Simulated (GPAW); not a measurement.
Runs of GPAW 26.7.0 on ZrSe2. The structure is trigonal, space group P-3m1 (No. 164). The conventional cell has a = 3.798 Å, b = 3.798 Å, c = 6.192 Å, α = 90.00°, β = 90.00°, γ = 120.00°. Zr (site symmetry -3m) is surrounded by 6 Se at 2.68 Å. Se (site symmetry 3m) is surrounded by 3 Zr at 2.68 Å. 

```tsv
task	level	potentials or basis	spin	cell	k mesh	smearing	band path	band points	spin axis theta (degrees)	spin axis phi (degrees)	soc after scf	gap on the mesh (eV)	pressure (GPa)	relaxed volume (Å³/atom)	largest force (eV/Å)
single point	PBE	GPAW PAW data sets (gpaw-data 1.2.1), pw	off	as given	8 × 8 × 5	gaussian 0.026 eV	-	-	-	-	-	0.41	1.7	-	0.26
band structure	LDA	the program's PAW data sets (release 1.2.1) made for this functional, pw	SOC, no magnetisation	as given	6 × 6 × 3	fermi-dirac 0.05 eV	GMKGALHA,LM,KH	100	90	0	second variation	0.22	-3.4	-	(a)
relaxation of cell and atoms	revPBE	the program's PAW data sets (release 1.2.1) made for this functional, pw	off	relaxed	8 × 8 × 5	fermi-dirac 0.05 eV	-	-	-	-	-	0.56	-0.1	33.13	0.04
single point	PBE	GPAW PAW data sets (gpaw-data 1.2.1), pw	off	as given	8 × 8 × 5	gaussian 0.024 eV	-	-	-	-	-	0.41	1.7	-	0.26
relaxation of cell and atoms	BLYP+D3(BJ)	PAW data sets generated in the run's folder for this functional, pw	off	relaxed	8 × 8 × 5	fermi-dirac 0.05 eV	-	-	-	-	-	none	0.1	23.98	0.01
relaxation of cell and atoms	revPBE+D4	the program's PAW data sets (release 1.2.1) made for this functional, pw	off	relaxed	8 × 8 × 5	fermi-dirac 0.05 eV	-	-	-	-	-	0.13	0.0	24.48	-
single point	PBE	GPAW PAW data sets (gpaw-data 1.2.1), pw	off	as given	8 × 8 × 5	gaussian 0.028 eV	-	-	-	-	-	0.41	1.7	-	0.26
relaxation of cell and atoms	PBE+D3(BJ)	GPAW PAW data sets (gpaw-data 1.2.1), pw	off	relaxed	8 × 8 × 5	fermi-dirac 0.05 eV	-	-	-	-	-	none	0.0	(b)	-
relaxation of cell and atoms	PBE+D4	GPAW PAW data sets (gpaw-data 1.2.1), pw	off	relaxed	6 × 6 × 3	fermi-dirac 0.05 eV	-	-	-	-	-	0.24	0.0	24.86	-
band structure	BLYP	PAW data sets generated in the run's folder for this functional, pw	off	as given	8 × 8 × 5	fermi-dirac 0.05 eV	GMKGALHA,LM,KH	100	-	-	-	0.47	5.3	-	0.41
single point	PBE	GPAW PAW data sets (gpaw-data 1.2.1), pw	off	as given	8 × 8 × 5	gaussian 0.025 eV	-	-	-	-	-	0.41	1.7	-	0.26
single point	PBE	GPAW PAW data sets (gpaw-data 1.2.1), pw	off	as given	8 × 8 × 5	gaussian 0.027 eV	-	-	-	-	-	0.41	1.7	-	0.26
```

Alike in all rows: cutoff (eV) 600.

Q: Fill in the values left out.

A: (a) 0.13; (b) 24.18.

Caveats: an odd mesh through Γ misses points on the zone boundary, where band edges often lie (some runs); this functional lacks dispersion, which binds the layers, so the pressure and a relaxed spacing across them are unreliable (some runs); later steps reuse the first step's grids (some runs); spin-orbit coupling was added after a scalar SCF, so levels and gaps hold it while energy, forces, pressure and moments don't (some runs); this program's spin-orbit splittings come out too wide for heavy elements (some runs); the mesh misses the band edges, which the band path finds closer together (some runs); the volume moved by over 15 % at a fixed basis, so the end points are rough (some runs).

A k mesh can miss the band edges, and rows without SOC leave out spin-orbit coupling on Se, Zr.

A gap of «none» marks a metal or a gap under the smearing width.
